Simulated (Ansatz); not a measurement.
This AlNi5 structure is the end of a relaxation. The cell was found from a structure generator's guess, not taken from experiment.

All numbers below come from DFT PBE, scalar-relativistic, plane waves, PAW in Ansatz. Cutoff 420 eV, Γ-centred mesh, Gaussian smearing, collinear spin.

```xyz
6
Lattice="1.7858 -5.3055 0.0000 1.7858 5.3055 0.0000 0.0000 0.0000 3.5368" Properties=species:S:1:pos:R:3 pbc="T T T"
Al    1.7858    0.0000    1.7684
Ni    0.0000    0.0000    0.0000
Ni    1.7858   -1.7940    0.0000
Ni    1.7858   -3.5320    1.7684
Ni    1.7858    3.5320    1.7684
Ni    1.7858    1.7940    0.0000
```

Energies over the elements count from the elements' standard structures at the same level, with no fitted energy shifts.

(1) What space group does it have?

(2) How far does it lie from the elements in energy?

(3) Is it a metal?

(4) Which magnetic moments does it keep?

Results:

(1) Cmmm (No. 65), with Al and Ni ordered on fcc sites. Conventional cell: a = 3.572 Å, b = 10.611 Å, c = 3.537 Å. Around Al lie 12 Ni at 2.51–2.52 Å; Ni on a site of symmetry mmm has 8 Ni at 2.50–2.53 Å and 4 Al at 2.51 Å; Ni on a site of symmetry m2m has 10 Ni at 2.48–2.53 Å and 2 Al at 2.52 Å; around Ni on a second site of symmetry m2m lie 10 Ni at 2.48–2.51 Å and 2 Al at 2.52 Å.

(2) −0.28 eV/atom. It lies below the elements, which doesn't yet make it stable against other compounds or structures.

(3) Yes, bands cross the Fermi level on the 12×12×10 mesh.

(4) 0.23 μB per atom net, the space between the atoms included; by site: Ni 0.3 (×5) μB.

The last run used collinear spin, a 12×12×10 mesh (in the run's order of axes) for its 6-atom cell and Gaussian smearing of 0.10 eV. Another magnetic order may lie lower. A structure relaxed within its symmetry needn't be a true minimum.
